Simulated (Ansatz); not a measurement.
The system is SnO2.

```
Sn O
1.0
    -2.00007    2.00007    5.12368
     2.00007   -2.00007    5.12368
     2.00007    2.00007   -5.12368
Sn O
2 4
Cartesian
  0.0000 0.0000 0.0000
  0.0000 2.0001 2.5618
  0.0000 2.0001 0.4767
  0.0000 0.0000 2.0851
  0.0000 2.0001 4.6469
  0.0000 0.0000 8.1623
```

Measurements of this composition are mostly on another form, of space group No. 136.

- Program: Ansatz 0.2.0
- Task: relaxation of cell and atoms
- Functional: PBE
- Potentials or basis: Ansatz PAW
- Cutoff: 420 eV (not typed: the program's choice for these potentials)
- k mesh: 9 × 9 × 9
- Occupations: fermi-dirac, width 0.05 eV
- Spin: no spin polarisation

At the start: volume 13.66 Å³/atom.

Where does the relaxation end?

It ends after 7 steps and the volume is 14.18 Å³/atom (+3.8 %); space group I4_1/amd (No. 141, to 0.05 Å).

The path:
| step | energy change (eV) | largest force (eV/Å) | volume (Å³) |
| --- | --- | --- | --- |
| 1 | 0.0000 | 0.0404 | 81.98 |
| 2 | -0.0374 | 0.0359 | 84.71 |
| 3 | -0.0373 | 0.0237 | 84.90 |
| 4 | -0.0374 | 0.0026 | 84.92 |
| 5 | -0.0539 | 0.0022 | 84.92 |
| 6 | -0.0533 | 0.0002 | 85.08 |
| 7 | -0.0540 | 0.0003 | 85.08 |

Final structure:
```
Sn O
1.0
    -2.02614    2.02614    5.18133
     2.02614   -2.02614    5.18133
     2.02614    2.02614   -5.18133
Sn O
2 4
Cartesian
  0.0000 0.0000 0.0000
  0.0000 2.0261 2.5907
  0.0000 2.0261 0.4932
  0.0000 0.0000 2.0975
  0.0000 2.0261 4.6882
  0.0000 0.0000 8.2652
```

Caveat: the plane-wave basis is chosen anew once the cell has moved, so the energies of steps on either side of that aren't comparable; the pressure holds a Pulay correction of +0.7 GPa for the finite cutoff.
